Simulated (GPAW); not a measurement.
AlPt:

```
Pt Al
1.0
     3.09155    0.00000    0.00000
     0.00000    3.09155    0.00000
     0.00000    0.00000    3.09155
Pt Al
1 1
Cartesian
  1.5458 1.5458 1.5458
  0.0000 0.0000 0.0000
```

Measurements of this composition are mostly on another form, of space group No. 198.

```yaml
Program: GPAW 26.7.0
Task: relaxation of cell and atoms
Functional: PBEsol
Dispersion: D3(BJ)+ATM
Potentials_or_basis: PAW data sets generated in the run's folder for this functional
Cutoff: 600 eV
Basis: pw
k_mesh: 9 × 9 × 9
Occupations: fermi-dirac, width 0.05 eV
Spin: no spin polarisation
```

At the start: pressure -9.8 GPa; volume 14.77 Å³/atom.

Task: Where does the relaxation end?

Result: Over 4 steps the energy falls by 23.5 meV/atom and the volume is 14.04 Å³/atom (-5.0 %); space group Pm-3m (No. 221, to 0.05 Å).

The path:
```
step  energy change (eV)  largest force (eV/Å)  pressure (GPa)  volume (Å³)
   1              0.0000                0.0000           -9.77        29.55
   2             -0.0286                0.0000           -6.37        28.98
   3             -0.0470                0.0000            0.51        28.01
   4             -0.0471                0.0000           -0.02        28.08
```

Final structure:
```
Pt Al
1.0
     3.03940    0.00000    0.00000
     0.00000    3.03940    0.00000
     0.00000    0.00000    3.03940
Pt Al
1 1
Direct
  0.50000 0.50000 0.50000
  0.00000 0.00000 0.00000
```

Caveat: later steps reuse the first step's grids; pairwise dispersion overbinds metals, which lowers pressure and volume.
